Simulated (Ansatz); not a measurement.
BN: generalised stacking fault

Computed with DFT PBE, scalar-relativistic, plane waves, PAW in Ansatz. The runs took a 420 eV cutoff, a Γ-centred 10×10×2 mesh and Gaussian smearing (0.05 eV). No spin polarisation. Energies are free energies at this smearing, counted from the undisturbed cell; pressure is positive in compression.

Zero of the scan (as given, not relaxed at this level; it stands at 0.0 GPa; this wurtzite form isn't the usual structure):

```
B N
1.0
    -2.55394    0.00000    0.00000
     1.27697   -2.21178    0.00000
     0.00000    0.00000   12.68056
B N
6 6
Direct
  0.33333 0.66667 0.22904
  0.33333 0.66667 0.56237
  0.33333 0.66667 0.89571
  0.66667 0.33333 0.06237
  0.66667 0.33333 0.39571
  0.66667 0.33333 0.72904
  0.33333 0.66667 0.10423
  0.33333 0.66667 0.43756
  0.33333 0.66667 0.77089
  0.66667 0.33333 0.93756
  0.66667 0.33333 0.27089
  0.66667 0.33333 0.60423
```

The cut lies on the cell's a–b face, a (0 0 1) plane (indices in the standard cell, whose axes needn't be the Cartesian ones shown) of area 5.65 Å², between layers 1.58 Å apart. Vector c is tilted by f times 1·a + 0·b (length 2.554 Å) with the atoms' Cartesian places fixed: one unrelaxed fault a cell.

```tsv
f	γ (mJ/m²)	shear traction, the slope of γ along the slip (GPa)
0.0000	0	0.0
0.1000	533	41.6
0.2000	2084	78.2
0.3000	4381	97.1
0.4000	6710	76.7
0.5000	7793	0.0
```

By symmetry 0.6000 repeats 0.4000, 0.8000 repeats 0.2000, 0.7000 repeats 0.3000, 0.9000 repeats 0.1000 in energy, with the opposite slope along the path.